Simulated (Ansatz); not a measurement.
**Clamped-ion strain scan in TiC**

Computed with DFT PBE, scalar-relativistic, plane waves, PAW (Ansatz). Cutoff 420 eV, Γ-centred 18×18×18 k-points, Gaussian smearing of 0.15 eV. No spin polarisation. Energies are free energies at this smearing, counted from the undisturbed cell; pressure is positive in compression.

Zero of the scan (as given, not relaxed at this level; it stands at 0.9 GPa):

```
Ti C
1.0
     0.00000    2.16400    2.16400
     2.16400    0.00000    2.16400
     2.16400    2.16400    0.00000
Ti C
1 1
Cartesian
  0.0000 0.0000 0.0000
  2.1640 2.1640 2.1640
```

The cell is strained by ε times the Voigt pattern (1, -1, 0, 0, 0, 0) (xx, yy, zz, yz, xz, xy; engineering shear) with fractional coordinates fixed. The cell is metallic on the mesh throughout.

Over the sampled range (-0.0400 to 0.0350), is the undisturbed cell the lowest point?

Yes, every other sampled point lies higher.

The scan:

| ε | ΔE (meV/atom) |
| --- | --- |
| -0.0400 | 40.9 |
| -0.0200 | 10.1 |
| 0.0000 | 0.0 |
| 0.0050 | 0.6 |
| 0.0100 | 2.5 |
| 0.0150 | 5.6 |
| 0.0250 | 15.8 |
| 0.0300 | 22.8 |
| 0.0350 | 31.2 |